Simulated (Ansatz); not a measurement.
Runs of Ansatz 0.2.0 on Fe. The structure is cubic, space group Im-3m (No. 229). Conventional cell: a = 2.886 Å, b = 2.886 Å, c = 2.886 Å, α = 90.00°, β = 90.00°, γ = 90.00°. Fe (site symmetry m-3m) is surrounded by 8 Fe at 2.50 Å. 

| task | level | cell | k mesh | cutoff (eV) | pressure (GPa) | moment (μB) | relaxed volume (Å³/atom) |
| --- | --- | --- | --- | --- | --- | --- | --- |
| relaxation of cell and atoms | LDA | relaxed | 13 × 13 × 13 | - | 0.0 | 2.00 | (a) |
| band structure | revPBE | as given | 13 × 13 × 13 | 303 | -5.3 | 2.28 | - |
| relaxation of cell and atoms | RPBE+D4 | relaxed | 13 × 13 × 13 | - | 0.0 | 2.10 | (b) |
| band structure | LDA | as given | 13 × 13 × 13 | 303 | -26.1 | 2.20 | - |
| elastic constants | PBEsol | as given | 10 × 10 × 10 | 325 | -19.9 | 2.16 | - |

Alike in all rows: potentials or basis all-electron LAPW, scalar-relativistic; spin collinear, ferromagnetic start; smearing fermi-dirac 0.05 eV; basis error allowed 0.001 eV/atom.

**Question.** Estimate the missing entries.

**Answer.** (a) 10.40; (b) 11.10.

Caveats: so large a pressure means that the cell lies far from this level's equilibrium, or that cutoff or potentials fall short (some runs); the volume moved by -13 % from the deposited cell, more than functionals usually miss (some runs); the k mesh is thin for a metal, which can move the energy by tens of meV per atom (some runs); a metal's response needs a denser mesh (some runs); the cell is more than 3 GPa from zero pressure, which shifts response properties (some runs); elastic constants of metals need much finer meshes, so these are rough (some runs).

Runs at the PBE level aren't shown here.
